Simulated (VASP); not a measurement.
# AlP (F-43m) in VASP: a series of runs

One crystal, AlP, is run at these levels: PBE; tasks: single point, relaxation of cell and atoms.

Everything below comes from runs of VASP 6.6.1. Logs are shortened: lines on timing, memory, paths and dates and some standing lists are left out, and cuts for length are marked.

## Step 1: The undisturbed crystal

It takes space group F-43m (No. 216, cubic). The conventional cell has a = 5.451 Å, b = 5.451 Å, c = 5.451 Å, α = 90.00°, β = 90.00°, γ = 90.00°. Al (site symmetry -43m) has 4 P at 2.36 Å as nearest neighbours. P (site symmetry -43m) is surrounded by 4 Al at 2.36 Å.

## Step 2: Single point, PBE (cell and atoms relaxed tightly for response)

INCAR

```
SYSTEM = AlP
  PREC = Accurate
  ENCUT = 520
  EDIFF = 1E-7
  ISMEAR = 0
  SIGMA = 0.01
  LREAL = .False.
  LASPH = .True.
  NELM = 100
  ALGO = Fast
  ISIF = 2
  LWAVE = .False.
  LCHARG = .False.
  GGA = PE
  NBANDS = 11
```

KPOINTS

```
regular mesh
0
Gamma
  8 8 8
  0 0 0
```

POSCAR

```
AlP
1.0
    0.0000000000      2.7538855079      2.7538855079
    2.7538855079      0.0000000000      2.7538855079
    2.7538855079      2.7538855079      0.0000000000
Al P
1 1
Direct
    0.0000000000      0.0000000000      0.0000000000
    0.2500000000      0.2500000000      0.2500000000
```

Potentials or basis: VASP PAW PBE potentials, release 64 (Al, P).

Started as:

```sh
$ cat potpaw_PBE.64/Al/POTCAR potpaw_PBE.64/P/POTCAR > POTCAR
$ mpirun -np 1 vasp_std > vasp.out
```

OUTCAR:

```text
SYSTEM = AlP
   PREC = Accurate
   ENCUT = 520
   EDIFF = 1E-7
   ISMEAR = 0
   LREAL = .False.
   LASPH = .True.
   NELM = 100
   ISIF = 2
   GGA = PE

 ion  position               nearest neighbor table
   1  0.000  0.000  0.000-   2 2.38   2 2.38   2 2.38   2 2.38
   2  0.250  0.250  0.250-   1 2.38   1 2.38   1 2.38   1 2.38

  LATTYP: Found a face centered cubic cell.
 ALAT       =     5.5077710158

  Lattice vectors:

 A1 = (   0.0000000000,   2.7538855079,   2.7538855079)
 A2 = (   2.7538855079,   0.0000000000,   2.7538855079)
 A3 = (   2.7538855079,   2.7538855079,   0.0000000000)

Analysis of symmetry for initial positions (statically):
=====================================================================
 Subroutine PRICEL returns:
 Original cell was already a primitive cell.

 Routine SETGRP: Setting up the symmetry group for a
 face centered cubic supercell.

 Subroutine GETGRP returns: Found 24 space group operations
 (whereof 24 operations were pure point group operations)
 out of a pool of 48 trial point group operations.

The static configuration has the point symmetry T_d .

Analysis of symmetry for dynamics (positions and initial velocities):
=====================================================================
 Subroutine PRICEL returns:
 Original cell was already a primitive cell.

 Routine SETGRP: Setting up the symmetry group for a
 face centered cubic supercell.

 Subroutine GETGRP returns: Found 24 space group operations
 (whereof 24 operations were pure point group operations)
 out of a pool of 48 trial point group operations.

The dynamic configuration has the point symmetry T_d .

 Subroutine INISYM returns: Found 24 space group operations
 (whereof 24 operations are pure point group operations),
 and found     1 'primitive' translations

----------------------------------------------------------------------------------------

                                     Primitive cell

  volume of cell :      41.7703

  direct lattice vectors                    reciprocal lattice vectors
     0.000000000  2.753885508  2.753885508    -0.181561651  0.181561651  0.181561651
     2.753885508  0.000000000  2.753885508     0.181561651 -0.181561651  0.181561651
     2.753885508  2.753885508  0.000000000     0.181561651  0.181561651 -0.181561651

  length of vectors
     3.894582234  3.894582234  3.894582234     0.314474005  0.314474005  0.314474005

  position of ions in fractional coordinates (direct lattice)
     0.000000000  0.000000000  0.000000000
     0.250000000  0.250000000  0.250000000

  ion indices of the primitive-cell ions
   primitive index   ion index
                 1           1
                 2           2

----------------------------------------------------------------------------------------

 KPOINTS: regular mesh

Automatic generation of k-mesh.
 Grid dimensions read from file:
 generate k-points for:    8    8    8

 Generating k-lattice:

  Cartesian coordinates                     Fractional coordinates (reciprocal lattice)
    -0.022695206  0.022695206  0.022695206     0.125000000  0.000000000  0.000000000
     0.022695206 -0.022695206  0.022695206     0.000000000  0.125000000  0.000000000
     0.022695206  0.022695206 -0.022695206     0.000000000  0.000000000  0.125000000

  Length of vectors
     0.039309251  0.039309251  0.039309251

  Shift w.r.t. Gamma in fractional coordinates (k-lattice)
     0.000000000  0.000000000  0.000000000

 Subroutine IBZKPT returns following result:
 ===========================================

 Found     29 irreducible k-points:

 Following reciprocal coordinates:
            Coordinates               Weight
  0.000000  0.000000  0.000000      1.000000
  0.125000  0.000000  0.000000      8.000000
  0.250000  0.000000  0.000000      8.000000
  0.375000  0.000000  0.000000      8.000000
  0.500000  0.000000  0.000000      4.000000
  0.125000  0.125000  0.000000      6.000000
[... 16 lines left out ...]
  0.500000  0.250000  0.125000     48.000000
 -0.375000  0.250000  0.125000     24.000000
 [... further k-points ...]
   k-points           NKPTS =     29   k-points in BZ     NKDIM =     29   number of bands    NBANDS=     11
   number of dos      NEDOS =    301   number of ions     NIONS =      2
   total plane-waves  NPLWV =  27000
   dimension x,y,z NGX =    30 NGY =   30 NGZ =   30
   dimension x,y,z NGXF=    60 NGYF=   60 NGZF=   60
   ions per type =               1   1
   NGX,Y,Z   is equivalent  to a cutoff of  12.81, 12.81, 12.81 a.u.
   NGXF,Y,Z  is equivalent  to a cutoff of  25.61, 25.61, 25.61 a.u.
 SYSTEM =  AlP
   PREC   = accura    normal or accurate (medium, high low for compatibility)
   ISTART =      0    job   : 0-new  1-cont  2-samecut
   ICHARG =      2    charge: 1-file 2-atom 10-const
   ISPIN  =      1    spin polarized calculation?
   LNONCOLLINEAR =      F non collinear calculations
   LSORBIT =      F    spin-orbit coupling
   LASPH  =      T    aspherical Exc in radial PAW
   ENCUT  =  520.0 eV  38.22 Ry    6.18 a.u.   7.24  7.24  7.24*2*pi/ulx,y,z
   NELM   =    100;   NELMIN=  2; NELMDL= -5     # of ELM steps
   EDIFF  = 0.1E-06   stopping-criterion for ELM
   LREAL  =      F    real-space projection
   EDIFFG = 0.1E-05   stopping-criterion for IOM
   NSW    =      0    number of steps for IOM
   IBRION =     -1    ionic relax: 0-MD 1-quasi-New 2-CG
   NFREE  =      0    steps in history (QN), initial steepest desc. (CG)
   ISIF   =      2    stress and relaxation
   ISYM   =      2    0-nonsym 1-usesym 2-fastsym
   POTIM  = 0.5000    time-step for ionic-motion
   TEBEG  =    0.0;   TEEND  =   0.0 temperature during run
   PSTRESS=    0.0 pullay stress
   NELECT =       8.0000    total number of electrons
   NUPDOWN=      -1.0000    fix difference up-down
   EMIN   =  10.00;   EMAX   =-10.00  energy-range for DOS
   EFERMI =   0.00;   METHOD = LEGACY
   ISMEAR =     0;   SIGMA  =   0.01  broadening in eV -4-tet -1-fermi 0-gaus
   EFERMI_NEDOS =   21; number of points for ismear=-14 and -15
   IALGO  =     68    algorithm
   IMIX   =      4    mixing-type and parameters
     AMIX     =   0.40;   BMIX     =  1.00
     AMIX_MAG =   1.60;   BMIX_MAG =  1.00
  volume/ion in A,a.u.               =      20.89       140.94
  Fermi-wavevector in a.u.,A,eV,Ry     =   0.943660  1.783259 12.115913  0.890494
  Thomas-Fermi vector in A             =   2.071389
   LORBIT       =      0    0 simple, 1 ext, 2 COOP (PROOUT), +10 PAW based schemes
   GGA     = PE    functional components
   LHFCALC =     F    Hartree Fock is set to
   AEXX    =    0.0000 exact exchange contribution
   IVDW    =     0    specifies the selected vdW correction
   LEPSILON=     F    determine dielectric tensor
   LRPA    =     F    only Hartree local field effects (RPA)
 non-spin polarized calculation
 RMM-DIIS sequential band-by-band and
 Gauss-broadening in eV      SIGMA  =   0.01
  energy-cutoff  :      520.00
  volume of cell :       41.77
 maximum number of plane-waves:      1158
 NGX is ok and might be reduce to    30
   NGX = 15   NGY = 15   NGZ = 15

 number of electron       8.0000000 magnetization

 Free energy of the ion-electron system (eV)
  ---------------------------------------------------
  ext. energy  EPLUGINS =         0.00000000
  ---------------------------------------------------
  free energy    TOTEN  =       -10.37683874 eV

  energy without entropy =      -10.37683874  energy(sigma->0) =      -10.37683874

 E-fermi :   4.4598     XC(G=0):  -9.1075

 val. band max:        4.3442173509   @ k =   0.0000   0.0000   0.0000
 cond. band min:       5.9741209344   @ k =   0.5000   0.5000   0.0000
 fundamental gap:      1.6299035835
 Fermi energy:         4.4598238756

 k-point     1 :       0.0000    0.0000    0.0000
  band No.  band energies     occupation
      1      -7.0132      2.00000
      2       4.3442      2.00000
      3       4.3442      2.00000
      4       4.3442      2.00000
      5       7.4274      0.00000
      6       8.8687      0.00000
      7       8.8687      0.00000
      8       8.8687      0.00000
      9      13.1487      0.00000
     10      13.1487      0.00000
     11      14.4541      0.00000

 k-point     2 :       0.1250    0.0000    0.0000
  band No.  band energies     occupation
      1      -6.8460      2.00000
      2       3.1291      2.00000
      3       4.1996      2.00000
      4       4.1996      2.00000
      5       7.9010      0.00000
      6       9.1453      0.00000
      7       9.1453      0.00000
      8       9.3326      0.00000
      9      12.6702      0.00000
     10      12.6702      0.00000
     11      15.1053      0.00000

 k-point     3 :       0.2500    0.0000    0.0000
  band No.  band energies     occupation
      1      -6.3765      2.00000
      2       1.2172      2.00000
      3       3.9115      2.00000
      4       3.9115      2.00000
      5       7.5657      0.00000
      6       9.4555      0.00000
      7       9.4555      0.00000
      8      11.1135      0.00000
      9      12.6402      0.00000
     10      12.6402      0.00000
     11      14.6172      0.00000
[... 267 lines left out ...]
 k-point    23 :       0.5000    0.2500    0.1250
  band No.  band energies     occupation
      1      -5.4070      2.00000
      2      -0.1921      2.00000
      3       1.9451      2.00000
      4       3.0821      2.00000
      5       8.2690      0.00000
      6       9.0916      0.00000
      7      10.3134      0.00000
      8      11.3756      0.00000
      9      13.7103      0.00000
     10      15.5391      0.00000
     11      17.0624      0.00000

 k-point    24 :      -0.3750    0.2500    0.1250
  band No.  band energies     occupation
      1      -5.0967      2.00000
      2      -0.7286      2.00000
      3       1.8098      2.00000
      4       2.9014      2.00000
      5       8.2628      0.00000
      6       8.8404      0.00000
      7      11.1485      0.00000
      8      11.9636      0.00000
      9      13.2266      0.00000
     10      15.6977      0.00000
     11      16.9027      0.00000

 [... further k-points ...]

------------------------ aborting loop because EDIFF is reached ----------------------------------------

  FORCE on cell =-STRESS in cart. coord.  units (eV):
  Direction    XX          YY          ZZ          XY          YZ          ZX
  --------------------------------------------------------------------------------------
  -------------------------------------------------------------------------------------
  Total       -0.0262093     -0.0262093     -0.0262093      0.0000000      0.0000000      0.0000000
  in kB       -1.0053057     -1.0053057     -1.0053057      0.0000000      0.0000000      0.0000000
  external PRESSURE =      -1.0053057 kB  Pullay stress =       0.0000000 kB

 VOLUME and BASIS-vectors are now :
 -----------------------------------------------------------------------------
  energy-cutoff  :      520.00
  volume of cell :       41.77
      direct lattice vectors                 reciprocal lattice vectors
     0.000000000  2.753885508  2.753885508    -0.181561651  0.181561651  0.181561651
     2.753885508  0.000000000  2.753885508     0.181561651 -0.181561651  0.181561651
     2.753885508  2.753885508  0.000000000     0.181561651  0.181561651 -0.181561651

 POSITION                                       TOTAL-FORCE (eV/Angst)
 -----------------------------------------------------------------------------------
      0.00000      0.00000      0.00000         0.000000      0.000000     -0.000000
      1.37694      1.37694      1.37694        -0.000000     -0.000000      0.000000
 -----------------------------------------------------------------------------------
    total drift:                               -0.000000     -0.000000     -0.000000

  FREE ENERGIE OF THE ION-ELECTRON SYSTEM (eV)
  ---------------------------------------------------
  free  energy   TOTEN  =       -10.3768387355 eV

  energy  without entropy=      -10.3768387355  energy(sigma->0) =      -10.37683874
```

It took 9 s on 1 thread of AMD EPYC 9R45 (Zen 5), shared host; peak memory 0.13 GiB.

Results:

```yaml
Free_energy: -10.3768 eV
Pressure: -0.1 GPa
Band_gap_on_the_k_mesh: 1.63 eV, indirect (least direct gap 3.08 eV)
```

Levels at points of the mesh, in eV from the valence-band top:
| k point | band 1 | band 2 | band 3 | band 4 | band 5 | band 6 | band 7 | band 8 | band 9 |
| --- | --- | --- | --- | --- | --- | --- | --- | --- | --- |
| (0.00, 0.00, 0.00) | -11.36 | 0.00 | 0.00 | 0.00 | 3.08 | 4.52 | 4.52 | 4.52 | 8.80 |
| (0.50, 0.00, 0.00) | -9.74 | -5.41 | -0.75 | -0.75 | 2.72 | 4.81 | 4.81 | 8.20 | 11.45 |
| (0.50, 0.50, 0.00) | -9.11 | -5.22 | -2.05 | -2.05 | 1.63 | 2.47 | 10.85 | 10.85 | 11.78 |

A k mesh can miss the band edges.

## Step 3: Relaxation of cell and atoms, PBE (cell and atoms relaxed tightly for response)

INCAR

```
  PREC = Accurate
  ENCUT = 600
  EDIFF = 1E-6
  ISMEAR = 0
  SIGMA = 0.01
  LREAL = F
  LASPH = T
  NELM = 100
  ALGO = Normal
  ISIF = 3
  LWAVE = F
  LCHARG = F
  GGA = PE
  IBRION = 2
  NSW = 80
  EDIFFG = -0.001
```

KPOINTS

```
Automatic mesh
0
Gamma
  8 8 8
```

POSCAR

```
AlP
1.0
    0.0000000000      2.7534005788      2.7534005788
    2.7534005788      0.0000000000      2.7534005788
    2.7534005788      2.7534005788      0.0000000000
Al P
1 1
Direct
    0.0000000000      0.0000000000      0.0000000000
    0.2500000000      0.2500000000      0.2500000000
```

Potentials or basis: VASP PAW PBE potentials, release 64 (Al, P).

Started as:

```sh
$ cat potpaw_PBE.64/Al/POTCAR potpaw_PBE.64/P/POTCAR > POTCAR
$ mpirun -np 1 vasp_std > vasp.out
```

Wall time 9.7 s (1 thread of AMD EPYC 9R45 (Zen 5), shared host); peak memory 0.14 GiB.

It converged, with:

```yaml
Free_energy: -10.3771 eV
Relaxed_volume: 20.87 Å³/atom
Relaxed_cell: a = 3.893 Å, b = 3.893 Å, c = 3.893 Å, α = 60.00°, β = 60.00°, γ = 60.00°
Space_group_after_relaxing_to_0.05_Å: F-43m (No. 216)
Energy_gained_by_relaxing: 0.0 meV/atom
Ionic_steps: 4
Pressure_after_relaxing: 0.0 GPa
Band_gap_on_the_k_mesh: 1.63 eV, indirect (least direct gap 3.09 eV)
```

Final structure:
```
Al P
1.0
     0.00000    2.75305    2.75305
     2.75305    0.00000    2.75305
     2.75305    2.75305    0.00000
Al P
1 1
Direct
  0.00000 0.00000 0.00000
  0.25000 0.25000 0.25000
```

Levels at points of the mesh, in eV from the valence-band top:
```
           k point  band 2  band 3  band 4  band 5  band 6  band 7
(0.00, 0.00, 0.00)    0.00    0.00    0.00    3.09    4.53    4.53
(0.50, 0.00, 0.00)   -5.42   -0.75   -0.75    2.72    4.81    4.81
(0.50, 0.50, 0.00)   -5.22   -2.05   -2.05    1.63    2.47   10.86
```
